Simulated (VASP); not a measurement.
CdO (Monteponite), 2 atoms in the cell. Symmetry: Fm-3m, No. 225, cubic system. Conventional cell: a = 4.705 Å, b = 4.705 Å, c = 4.705 Å, α = 90.00°, β = 90.00°, γ = 90.00°. Cd (site symmetry m-3m) is surrounded by 6 O at 2.35 Å. O (site symmetry m-3m) is surrounded by 6 Cd at 2.35 Å. 

| Quantity | Value |
| --- | --- |
| Program | VASP 6.6.1 |
| Task | band structure |
| Functional | TB-mBJ |
| Potentials or basis | VASP PAW PBE potentials, release 64 (Cd, O) |
| Cutoff | 520 eV |
| k mesh | 8 × 8 × 8 |
| Occupations | gaussian, width 0.03 eV |
| Spin | spin-orbit coupling, no magnetisation |
| Further INCAR settings | ALGO = Normal; EDIFF = 1e-06 |

Potentials or basis: VASP PAW PBE potentials, release 64 (Cd, O).

Command:

```sh
$ cat potpaw_PBE.64/Cd/POTCAR potpaw_PBE.64/O/POTCAR > POTCAR
$ cp INCAR.step1 INCAR
$ mpirun -np 1 vasp_ncl > vasp.out
$ cp INCAR.step2 INCAR
$ mpirun -np 1 vasp_ncl > vasp.out
```

Hardware: 1 thread of Intel(R) Xeon(R) Platinum 8488C (Sapphire Rapids) (shared host).

Question: Estimate the wall time of this run.

Answer: It took 5.9 min on 1 thread of Intel(R) Xeon(R) Platinum 8488C (Sapphire Rapids) (shared host), peak memory 0.29 GiB. Counts: scf iterations 117, k points 29.
